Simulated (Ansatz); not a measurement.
# Band structure of Y

```
Y
1.0
     0.00000    2.53192    2.53192
     2.53192    0.00000    2.53192
     2.53192    2.53192    0.00000
Y
1
Direct
  0.00000 0.00000 0.00000
```

The cell was built from the fcc type and relaxed in the same program, and has space group Fm-3m; it needn't be a known or the stable phase.

Spin polarisation is left out, and whether a magnetic state lies lower isn't shown here.

Level of theory: Ansatz 0.2.0, DFT, PBE, all-electron LAPW, scalar-relativistic.

Settings: a Γ-centred 12×12×12 k mesh, Fermi–Dirac smearing of 0.03 eV, basis error target 0.5 meV/atom, no spin polarisation.

Points in fractions of the reciprocal vectors of this cell: Γ (0, 0, 0), X (0.5, 0, 0.5), U (0.625, 0.25, 0.625), K (0.375, 0.375, 0.75), L (0.5, 0.5, 0.5), W (0.5, 0.25, 0.75). The path joins them by straight lines in the order Γ–X–U–K–Γ–L–W–X; legs that retrace an earlier one aren't tabulated. Energies are in eV from the Fermi level.

(1) Is there a gap?

(2) List the levels between -14 and 2 eV at the symmetry points.

## Answers

(1) none: with an odd electron count and no spin polarisation the bands can't all be full, a metal in this set-up (spin order or a larger cell could open a gap).

(2) 
Γ: -4.71, 1.80 (×3)
X: -1.74, -0.87
U: -0.98, -0.48, 1.05
K: -0.98, -0.48, 1.05
L: -1.96, 0.62, 1.63 (×2)
W: -0.75, 0.26 (×2)
